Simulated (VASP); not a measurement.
A run of VASP 6.6.1 is set up as follows.

File INCAR:

```
  PREC = Accurate
  ENCUT = 520
  EDIFF = 1E-6
  ISMEAR = -1
  SIGMA = 0.05
  LREAL = Auto
  LASPH = True
  NELM = 100
  ALGO = Fast
  ISIF = 2
  LWAVE = False
  LCHARG = False
  GGA = PS
  NBANDS = 67
```

The input KPOINTS:

```
regular mesh
0
Gamma
  1 1 1
```

POSCAR

```
H9C3Cl
1.0
    7.6151130000      0.0000000000      0.0000000000
    0.0000000000      7.6151130000      0.0000000000
    0.0000000000      0.0000000000      7.6151130000
C Cl H
9 3 27
Direct
    0.0654953000      0.9154311000      0.9149140000
    0.2416124000      0.2382797000      0.3204218000
    0.6346465000      0.6588812000      0.7321106000
    0.6701424000      0.1217852000      0.4815766000
    0.6997600000      0.1981118000      0.2989010000
    0.8905077000      0.7449134000      0.3894710000
    0.8120901000      0.7251069000      0.2063543000
    0.2462180000      0.6763829000      0.5826771000
    0.3610777000      0.7175844000      0.4239856000
    0.2555435000      0.7916781000      0.9700573000
    0.1768250000      0.2969291000      0.1040039000
    0.5910228000      0.4665385000      0.8569111000
   -0.0399256000      0.8254495000      0.8801640000
    0.0272367000      0.9943439000      1.0277272000
    0.0959727000      1.0002132000      0.8040045000
    0.2030154000      0.1029652000      0.3452824000
    0.3834571000      0.2514990000      0.3315177000
    0.1769553000      0.3254405000      0.4133748000
    0.5617226000      0.7681401000      0.7883457000
    0.7748305000      0.6862028000      0.7365551000
    0.5933708000      0.6368695000      0.5970936000
    0.7907103000      0.0641458000      0.5338859000
    0.6266252000      0.2229227000      0.5736237000
    0.5700674000      0.0189519000      0.4792295000
    0.5791920000      0.2557513000      0.2465917000
    0.7998350000      0.3009451000      0.3012481000
    0.7432772000      0.0969743000      0.2068539000
    0.7969497000      0.8058116000      0.4796569000
    0.9272515000      0.6174516000      0.4442304000
    1.0082825000      0.8268742000      0.3868780000
    0.9056481000      0.6642086000      0.1161685000
    0.6943153000      0.6431461000      0.2089474000
    0.7753462000      0.8525687000      0.1515950000
    0.2168026000      0.7951576000      0.6576603000
    0.1213732000      0.6180457000      0.5426051000
    0.3111878000      0.5839157000      0.6711303000
    0.3904931000      0.5988097000      0.3490024000
    0.2961079000      0.8100516000      0.3355324000
    0.4859225000      0.7759217000      0.4640576000
```

Potentials or basis: VASP PAW PBE potentials, release 64 (C, Cl, H).

Command:

```sh
$ cat potpaw_PBE.64/C/POTCAR potpaw_PBE.64/Cl/POTCAR potpaw_PBE.64/H/POTCAR > POTCAR
$ mpirun -np 1 vasp_gam > vasp.out
```

(1) Estimate the band gap on the k mesh.

(2) What does it give for the pressure?

(3) Estimate the largest force.

## Answers

(1) 5.71 eV, direct.

(2) 2.2 GPa.

(3) 0.847 eV/Å.

Caveat: the PAW data sets were made with another functional, which shifts forces and pressure a little.
